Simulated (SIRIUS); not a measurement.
Runs of SIRIUS 7.12.0 on Al. The structure is cubic, space group Fm-3m (No. 225). The conventional cell has a = 4.050 Å, b = 4.050 Å, c = 4.050 Å, α = 90.00°, β = 90.00°, γ = 90.00°. Around Al (site symmetry m-3m) lie 12 Al at 2.86 Å. 

| level | gap on the mesh (eV) | pressure (GPa) | relaxed volume (Å³/atom) |
| --- | --- | --- | --- |
| BLYP+D4 | none | 0.1 | (a) |
| BLYP | none | 0.0 | 17.69 |
| BLYP+D3 | none | 0.0 | 16.73 |
| BLYP+D3(BJ) | none | 0.2 | 15.77 |

Alike in all rows: task relaxation of cell and atoms; potentials or basis PseudoDojo 0.4.1 PBE standard (scalar relativistic); no spin polarisation; cell relaxed; k mesh 11 × 11 × 11; cutoff (eV) 557; smearing fermi-dirac 0.05 eV.

Q: Fill in the values left out.

A: (a) 16.13.

Caveats: the potentials were made for another functional, which shifts forces and pressure; pairwise dispersion overbinds metals, which lowers pressure and volume (some runs).

A gap of «none» marks a metal or a gap under the smearing width.

Runs at the PBE level aren't shown here.
